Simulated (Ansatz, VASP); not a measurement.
This is a calculation of Cu for VASP 6.6.1.

File INCAR:

```
PREC     = Accurate       # precision mode
ENCUT    = 520            # plane-wave cutoff, eV
EDIFF    = 1E-7           # SCF threshold, eV
ISMEAR   = -1             # smearing method
SIGMA    = 0.05           # smearing width, eV
LREAL    = F              # projectors in reciprocal space
LASPH    = T              # aspherical terms in the spheres
NELM     = 100            # most SCF steps
ALGO     = Normal         # electronic algorithm
ISIF     = 2              # what is computed and relaxed
LWAVE    = F              # write WAVECAR
LCHARG   = F              # write CHGCAR
GGA      = PE             # functional
NBANDS   = 18             # bands
```

File KPOINTS:

```
Automatic mesh
0
Gamma
  12 12 7
```

Contents of POSCAR:

```
Cu
1.0
    2.5674438712      0.0000000000      0.0000000000
   -1.2837219356      2.2234716153      0.0000000000
    0.0000000000      0.0000000000      4.1666899825
Cu
2
Direct
    0.6666666667      0.3333333333      0.7500000000
    0.3333333333      0.6666666667      0.2500000000
```

Potentials or basis: VASP PAW PBE potentials, release 64 (Cu).

Launch:

```console
$ cat potpaw_PBE.64/Cu/POTCAR > POTCAR
$ mpirun -np 1 vasp_std > vasp.out
```

Set up the same calculation for Ansatz 0.2.0. Potentials there: Ansatz PAW.

As run (the cutoff follows the program's own potentials):

Contents of input.yaml:

```yaml
crystal:
  lattice:
    - [2.5674438712, 0.0, 0.0]
    - [-1.2837219356, 2.2234716153, 0.0]
    - [0.0, 0.0, 4.1666899825]
  atoms:
    - { symbol: Cu, position: [0.6666666667, 0.3333333333, 0.75] }
    - { symbol: Cu, position: [0.3333333333, 0.6666666667, 0.25] }
hamiltonian:
  xc: pbe
  pseudopotentials: { kind: paw }
kpoints:
  mp_grid: { grid: [12, 12, 7] }
scf:
  occupations: { method: fermi_dirac, width: 0.05 }
output:
  forces: true
  stress: true
  eigenvalues: true
```

Potentials or basis: Ansatz PAW.

Command:

```console
$ ansatz run input.yaml --threads 2 --pin off --max-ram 5120MiB --backend cpu --events-out ev --progress --plain --runs-dir out
```

Both were run:

|  | VASP | Ansatz | Ansatz less VASP |
| --- | --- | --- | --- |
| gap on the k mesh at the Fermi level (eV) | none | none | - |
| pressure (GPa) | 1.6 | 1.1 | -0.56 |
| largest component of the traceless stress (GPa) | 0.03 | 0.12 | +0.085 |

A gap of «none» marks a metal or a gap that the smearing closes. The two sets of potentials don't hold the same shells in valence.
